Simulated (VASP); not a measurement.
# BAs (Pm-3m) in VASP: notebook

One crystal, BAs, is run at these levels: revPBE, BLYP; tasks: relaxation of cell and atoms.

Program: VASP 6.6.1. These are calculated values, not measurements. Logs are shortened: lines on timing, memory, paths and dates and some standing lists are left out, and cuts for length are marked.

## (1) Starting point

Symmetry: Pm-3m, No. 221, cubic system. Conventional cell: a = 2.934 Å, b = 2.934 Å, c = 2.934 Å, α = 90.00°, β = 90.00°, γ = 90.00°. B (site symmetry m-3m) has 8 As at 2.54 Å as nearest neighbours. As (site symmetry m-3m) is surrounded by 8 B at 2.54 Å.

The cell was built by a generator and needn't be a form met in nature.

## (2) Relaxation of cell and atoms, revPBE

The input, INCAR:

```
SYSTEM = BAs
  PREC = Accurate
  ENCUT = 600
  EDIFF = 1E-6
  ISMEAR = -1
  SIGMA = 0.05
  LREAL = .False.
  LASPH = .True.
  NELM = 100
  ALGO = Fast
  ISIF = 3
  LWAVE = .False.
  LCHARG = .False.
  GGA = RE
  IBRION = 2
  NSW = 60
  EDIFFG = -0.01
```

The input, KPOINTS:

```
regular mesh
0
Gamma
  9 9 9
  0 0 0
```

The input, POSCAR:

```
BAs
1.0
    2.9343700000      0.0000000000      0.0000000000
    0.0000000000      2.9343700000      0.0000000000
    0.0000000000      0.0000000000      2.9343700000
B As
1 1
Direct
    0.5000000000      0.5000000000      0.5000000000
    0.0000000000      0.0000000000      0.0000000000
```

Potentials or basis: VASP PAW PBE potentials, release 64 (B, As).

On the command line:

```sh
cat potpaw_PBE.64/B/POTCAR potpaw_PBE.64/As/POTCAR > POTCAR
mpirun -np 1 vasp_std > vasp.out
```

OUTCAR:

```text
SYSTEM = BAs
   PREC = Accurate
   ENCUT = 600
   EDIFF = 1E-6
   ISMEAR = -1
   LREAL = .False.
   LASPH = .True.
   NELM = 100
   ISIF = 3
   GGA = RE
   IBRION = 2
   NSW = 60
   EDIFFG = -0.01

 ion  position               nearest neighbor table
   1  0.500  0.500  0.500-   2 2.54   2 2.54   2 2.54   2 2.54   2 2.54   2 2.54   2 2.54   2 2.54

   2  0.000  0.000  0.000-   1 2.54   1 2.54   1 2.54   1 2.54   1 2.54   1 2.54   1 2.54   1 2.54

  LATTYP: Found a simple cubic cell.
 ALAT       =     2.9343700000

  Lattice vectors:

 A1 = (   2.9343700000,   0.0000000000,   0.0000000000)
 A2 = (   0.0000000000,   2.9343700000,   0.0000000000)
 A3 = (   0.0000000000,   0.0000000000,   2.9343700000)

Analysis of symmetry for initial positions (statically):
=====================================================================
 Subroutine PRICEL returns:
 Original cell was already a primitive cell.

 Routine SETGRP: Setting up the symmetry group for a
 simple cubic supercell.

 Subroutine GETGRP returns: Found 48 space group operations
 (whereof 48 operations were pure point group operations)
 out of a pool of 48 trial point group operations.

The static configuration has the point symmetry O_h .

Analysis of symmetry for dynamics (positions and initial velocities):
=====================================================================
 Subroutine PRICEL returns:
 Original cell was already a primitive cell.

 Routine SETGRP: Setting up the symmetry group for a
 simple cubic supercell.

 Subroutine GETGRP returns: Found 48 space group operations
 (whereof 48 operations were pure point group operations)
 out of a pool of 48 trial point group operations.

The dynamic configuration has the point symmetry O_h .

 Subroutine INISYM returns: Found 48 space group operations
 (whereof 48 operations are pure point group operations),
 and found     1 'primitive' translations

----------------------------------------------------------------------------------------

                                     Primitive cell

  volume of cell :      25.2665

  direct lattice vectors                    reciprocal lattice vectors
     2.934370000  0.000000000  0.000000000     0.340788653  0.000000000  0.000000000
     0.000000000  2.934370000  0.000000000     0.000000000  0.340788653  0.000000000
     0.000000000  0.000000000  2.934370000     0.000000000  0.000000000  0.340788653

  length of vectors
     2.934370000  2.934370000  2.934370000     0.340788653  0.340788653  0.340788653

  position of ions in fractional coordinates (direct lattice)
     0.500000000  0.500000000  0.500000000
     0.000000000  0.000000000  0.000000000

  ion indices of the primitive-cell ions
   primitive index   ion index
                 1           1
                 2           2

----------------------------------------------------------------------------------------

 KPOINTS: regular mesh

Automatic generation of k-mesh.
 Grid dimensions read from file:
 generate k-points for:    9    9    9

 Generating k-lattice:

  Cartesian coordinates                     Fractional coordinates (reciprocal lattice)
     0.037865406  0.000000000  0.000000000     0.111111111  0.000000000  0.000000000
     0.000000000  0.037865406  0.000000000     0.000000000  0.111111111  0.000000000
     0.000000000  0.000000000  0.037865406     0.000000000  0.000000000  0.111111111

  Length of vectors
     0.037865406  0.037865406  0.037865406

  Shift w.r.t. Gamma in fractional coordinates (k-lattice)
     0.000000000  0.000000000  0.000000000

 Subroutine IBZKPT returns following result:
 ===========================================

 Found     35 irreducible k-points:

 Following reciprocal coordinates:
            Coordinates               Weight
  0.000000  0.000000  0.000000      1.000000
  0.111111  0.000000  0.000000      6.000000
  0.222222  0.000000  0.000000      6.000000
  0.333333  0.000000  0.000000      6.000000
  0.444444  0.000000  0.000000      6.000000
  0.111111  0.111111  0.000000     12.000000
[... 16 lines left out ...]
  0.333333  0.333333  0.111111     24.000000
  0.444444  0.333333  0.111111     48.000000
 [... further k-points ...]
   k-points           NKPTS =     35   k-points in BZ     NKDIM =     35   number of bands    NBANDS=      8
   number of dos      NEDOS =    301   number of ions     NIONS =      2
   total plane-waves  NPLWV =  13824
   dimension x,y,z NGX =    24 NGY =   24 NGZ =   24
   dimension x,y,z NGXF=    48 NGYF=   48 NGZF=   48
   ions per type =               1   1
   NGX,Y,Z   is equivalent  to a cutoff of  13.60, 13.60, 13.60 a.u.
   NGXF,Y,Z  is equivalent  to a cutoff of  27.19, 27.19, 27.19 a.u.
 SYSTEM =  BAs
   PREC   = accura    normal or accurate (medium, high low for compatibility)
   ISTART =      0    job   : 0-new  1-cont  2-samecut
   ICHARG =      2    charge: 1-file 2-atom 10-const
   ISPIN  =      1    spin polarized calculation?
   LNONCOLLINEAR =      F non collinear calculations
   LSORBIT =      F    spin-orbit coupling
   LASPH  =      T    aspherical Exc in radial PAW
   ENCUT  =  600.0 eV  44.10 Ry    6.64 a.u.   5.86  5.86  5.86*2*pi/ulx,y,z
   NELM   =    100;   NELMIN=  2; NELMDL= -5     # of ELM steps
   EDIFF  = 0.1E-05   stopping-criterion for ELM
   LREAL  =      F    real-space projection
   EDIFFG = -.1E-01   stopping-criterion for IOM
   NSW    =     60    number of steps for IOM
   IBRION =      2    ionic relax: 0-MD 1-quasi-New 2-CG
   NFREE  =      1    steps in history (QN), initial steepest desc. (CG)
   ISIF   =      3    stress and relaxation
   ISYM   =      2    0-nonsym 1-usesym 2-fastsym
   POTIM  = 0.5000    time-step for ionic-motion
   TEBEG  =    0.0;   TEEND  =   0.0 temperature during run
   PSTRESS=    0.0 pullay stress
   NELECT =       8.0000    total number of electrons
   NUPDOWN=      -1.0000    fix difference up-down
   EMIN   =  10.00;   EMAX   =-10.00  energy-range for DOS
   EFERMI =   0.00;   METHOD = LEGACY
   ISMEAR =    -1;   SIGMA  =   0.05  broadening in eV -4-tet -1-fermi 0-gaus
   EFERMI_NEDOS =   21; number of points for ismear=-14 and -15
   IALGO  =     68    algorithm
   IMIX   =      4    mixing-type and parameters
     AMIX     =   0.40;   BMIX     =  1.00
     AMIX_MAG =   1.60;   BMIX_MAG =  1.00
  volume/ion in A,a.u.               =      12.63        85.25
  Fermi-wavevector in a.u.,A,eV,Ry     =   1.115809  2.108574 16.939665  1.245030
  Thomas-Fermi vector in A             =   2.252417
   LORBIT       =      0    0 simple, 1 ext, 2 COOP (PROOUT), +10 PAW based schemes
   GGA     = RE    functional components
   LHFCALC =     F    Hartree Fock is set to
   AEXX    =    0.0000 exact exchange contribution
   IVDW    =     0    specifies the selected vdW correction
   LEPSILON=     F    determine dielectric tensor
   LRPA    =     F    only Hartree local field effects (RPA)
 conjugate gradient relaxation of ions
 non-spin polarized calculation
 RMM-DIIS sequential band-by-band and
  energy-cutoff  :      600.00
  volume of cell :       25.27
 maximum number of plane-waves:       861
 NGX is ok and might be reduce to    24
   NGX = 11   NGY = 11   NGZ = 11

--------------------------------------- Ionic step        1  -------------------------------------------

 number of electron       8.0000000 magnetization

 Free energy of the ion-electron system (eV)
  ---------------------------------------------------
  ext. energy  EPLUGINS =         0.00000000
  ---------------------------------------------------
  free energy    TOTEN  =        -7.81101758 eV

  energy without entropy =       -7.80128856  energy(sigma->0) =       -7.80615307

------------------------ aborting loop because EDIFF is reached ----------------------------------------

  FORCE on cell =-STRESS in cart. coord.  units (eV):
  Direction    XX          YY          ZZ          XY          YZ          ZX
  --------------------------------------------------------------------------------------
  -------------------------------------------------------------------------------------
  Total        0.2867145      0.2867145      0.2867145      0.0000000     -0.0000000      0.0000000
  in kB       18.1809112     18.1809112     18.1809112      0.0000000     -0.0000000      0.0000000
  external PRESSURE =      18.1809112 kB  Pullay stress =       0.0000000 kB
[... 57 lines left out ...]
  energy  without entropy=       -7.8033606646  energy(sigma->0) =       -7.80842713

--------------------------------------- Ionic step        3  -------------------------------------------

 number of electron       7.9999999 magnetization

 Free energy of the ion-electron system (eV)
  ---------------------------------------------------
  ext. energy  EPLUGINS =         0.00000000
  ---------------------------------------------------
  free energy    TOTEN  =        -7.81355615 eV

  energy without entropy =       -7.80346527  energy(sigma->0) =       -7.80851071

 E-fermi :   6.9223     XC(G=0): -11.3511

 val. band max:        6.8795950906   @ k =   0.4444   0.4444   0.3333
 cond. band min:       6.9340607730   @ k =   0.4444   0.1111   0.1111
 fundamental gap:      0.0544656825
 Fermi energy:         6.9223115953

 k-point     1 :       0.0000    0.0000    0.0000
  band No.  band energies     occupation
      1      -8.5454      2.00000
      2       6.2266      2.00000
      3       6.2266      2.00000
      4       6.2266      2.00000
      5       6.6538      1.99073
      6      12.6717      0.00000
      7      12.6717      0.00000
      8      16.2451      0.00000
[... 243 lines left out ...]
 k-point    24 :       0.4444    0.3333    0.1111
  band No.  band energies     occupation
      1      -4.0082      2.00000
      2      -0.6959      2.00000
      3       2.3093      2.00000
      4       4.4888      2.00000
      5       8.9475      0.00000
      6      10.3196      0.00000
      7      13.3139      0.00000
      8      13.7434      0.00000

 [... further k-points ...]
[... 5 lines left out ...]
  --------------------------------------------------------------------------------------
  -------------------------------------------------------------------------------------
  Total        0.0007679      0.0007679      0.0007679      0.0000000     -0.0000000      0.0000000
  in kB        0.0478328      0.0478328      0.0478328      0.0000000     -0.0000000      0.0000000
  external PRESSURE =       0.0478328 kB  Pullay stress =       0.0000000 kB
[... 17 lines left out ...]
  FREE ENERGIE OF THE ION-ELECTRON SYSTEM (eV)
  ---------------------------------------------------
  free  energy   TOTEN  =        -7.8135561541 eV

  energy  without entropy=       -7.8034652690  energy(sigma->0) =       -7.80851071

 reached required accuracy - stopping structural energy minimisation
```

Wall time 12 s (1 thread of Intel Xeon Platinum 8488C (Sapphire Rapids), shared host); peak memory 0.14 GiB.

Results:

- Free energy: -7.8136 eV
- Relaxed volume: 12.86 Å³/atom
- Relaxed cell: a = 2.952 Å, b = 2.952 Å, c = 2.952 Å, α = 90.00°, β = 90.00°, γ = 90.00°
- Space group after relaxing (to 0.05 Å): Pm-3m (No. 221)
- Energy gained by relaxing: 1.3 meV/atom
- Ionic steps: 3
- Pressure after relaxing: 0.0 GPa
- Band gap on the k mesh: none (metal or under the smearing width)

The path:
```tsv
step	energy change (eV)	largest force (eV/Å)	pressure (GPa)	volume (Å³)
1	0.0000	0.0000	1.82	25.27
2	-0.0025	0.0000	-0.27	25.79
3	-0.0025	0.0000	0.00	25.72
```

Final structure:
```
B As
1.0
     2.95190    0.00000    0.00000
     0.00000    2.95190    0.00000
     0.00000    0.00000    2.95190
B As
1 1
Cartesian
  1.4760 1.4760 1.4760
  0.0000 0.0000 0.0000
```

Levels at points of the mesh, in eV from the Fermi level:
```tsv
k point	band 1	band 2	band 3	band 4	band 5	band 6	band 7	band 8
(0.00, 0.00, 0.00)	-15.47	-0.70	-0.70	-0.70	-0.27	5.75	5.75	9.32
```

Caveat: the PAW data sets were made with another functional, which shifts forces and pressure a little.

## (3) Relaxation of cell and atoms, BLYP

Edit INCAR of step 2 so:

```diff
@@ -13,3 +13,7 @@
   LCHARG = .False.
-  GGA = RE
+  GGA = B5
+  ALDAX = 1.0
+  AGGAX = 1.0
+  AGGAC = 1.0
+  ALDAC = 0.0
   IBRION = 2
```

KPOINTS is that of step 2.

POSCAR is that of step 2.

Potentials or basis: VASP PAW PBE potentials, release 64 (B, As).

On the command line:

```sh
cat potpaw_PBE.64/B/POTCAR potpaw_PBE.64/As/POTCAR > POTCAR
mpirun -np 1 vasp_std > vasp.out
```

It took 22 s on 1 thread of Intel Xeon Platinum 8488C (Sapphire Rapids), shared host; peak memory 0.14 GiB.

It converged, with:

```
Free energy                            : -6.5960 eV
Relaxed volume                         : 14.17 Å³/atom
Relaxed cell                           : a = 3.049 Å, b = 3.049 Å, c = 3.049 Å, α = 90.00°, β = 90.00°, γ = 90.00°
Space group after relaxing (to 0.05 Å) : Pm-3m (No. 221)
Energy gained by relaxing              : 47.4 meV/atom
Ionic steps                            : 3
Pressure after relaxing                : 0.0 GPa
Band gap on the k mesh                 : none (metal or under the smearing width)
```

Step by step:
```
step  energy change (eV)  largest force (eV/Å)  pressure (GPa)  volume (Å³)
   1              0.0000                0.0000           10.88        25.27
   2             -0.0945                0.0000           -0.47        28.54
   3             -0.0948                0.0000            0.00        28.35
```

Final structure:
```xyz
2
Lattice="3.0490 0.0000 0.0000 0.0000 3.0490 0.0000 0.0000 0.0000 3.0490" Properties=species:S:1:pos:R:3 pbc="T T T"
B     1.5245    1.5245    1.5245
As    0.0000    0.0000    0.0000
```

Levels at points of the mesh, in eV from the Fermi level:
```tsv
k point	band 1	band 2	band 3	band 4	band 5	band 6	band 7	band 8
(0.00, 0.00, 0.00)	-14.55	-1.25	-0.65	-0.65	-0.65	6.30	6.30	8.00
```

Caveat: the PAW data sets were made with another functional, which shifts forces and pressure a little.

## (4) The reference run

An earlier run on the cell as given: functional PBE; potentials or basis VASP PAW PBE potentials, release 64 (B, As); cutoff 520 eV; k mesh 9 × 9 × 9; occupations fermi-dirac, width 0.05 eV; no spin polarisation.

- Pressure: 0.5 GPa
- Band gap on the k mesh: none (metal or under the smearing width)

## (5) The runs side by side

| task | level | cell | cutoff (eV) | gap on the mesh (eV) | pressure (GPa) | relaxed volume (Å³/atom) |
| --- | --- | --- | --- | --- | --- | --- |
| relaxation of cell and atoms | revPBE | relaxed | 600 | none | 0.0 | 12.86 |
| relaxation of cell and atoms | BLYP | relaxed | 600 | none | 0.0 | 14.17 |
| single point | PBE | as given | 520 | none | 0.5 | - |

Alike in all rows: potentials or basis VASP PAW PBE potentials, release 64 (B, As); no spin polarisation; k mesh 9 × 9 × 9; smearing fermi-dirac 0.05 eV.

Caveats: the PAW data sets were made with another functional, which shifts forces and pressure a little (some runs).

Absolute energies hang on the potentials; compare differences alone.
